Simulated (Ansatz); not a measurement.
## Ionic part of the dielectric constant of CsCl at 20 GPa, mode by mode

Method: DFT PBE, scalar-relativistic, plane waves, PAW in Ansatz. Settings: 420 eV plane-wave cutoff, Γ-centred 6×6×6 mesh, fixed occupations. No spin polarisation. Phonons by linear response, acoustic sum rule imposed.

Symmetry: Pm-3m, No. 221, cubic system. Conventional cell: a = 3.623 Å, b = 3.623 Å, c = 3.623 Å, α = 90.00°, β = 90.00°, γ = 90.00°. Cs (site symmetry m-3m) has 8 Cl at 3.14 Å as nearest neighbours. Cl (site symmetry m-3m) has 8 Cs at 3.14 Å as nearest neighbours.

Spin–orbit coupling is left out, which matters for heavy elements. Other phases may be more stable at this pressure.

The primitive cell has V = 47.56 Å³ and ε∞,yy = 3.829. Each polar mode adds Δε = (4.92064×10⁷/V)·S/ν² along y, with S its oscillator strength in e²/amu, ν in cm⁻¹ and V in Å³.

Task: From these modes, find each Δε and ε0,yy.
| ν (cm⁻¹) | S_yy (e²/amu) |
| --- | --- |
| 213.5 | 0.07476 |

Result:
| ν (cm⁻¹) | Δε |
| --- | --- |
| 213.5 | 1.70 |

The sum is 1.697, so ε0,yy = 5.53; the run's tensor has 5.53.

Task: Where do the longitudinal modes lie for a wave vector along y?

Result: At 256 cm⁻¹. The Lyddane–Sachs–Teller product Π(ν_LO/ν_TO)² = 1.44 matches ε0/ε∞ = 1.44.

Cost: 1 run of about 0.55 core-minutes, on Arm Neoverse N1 (shared hosts).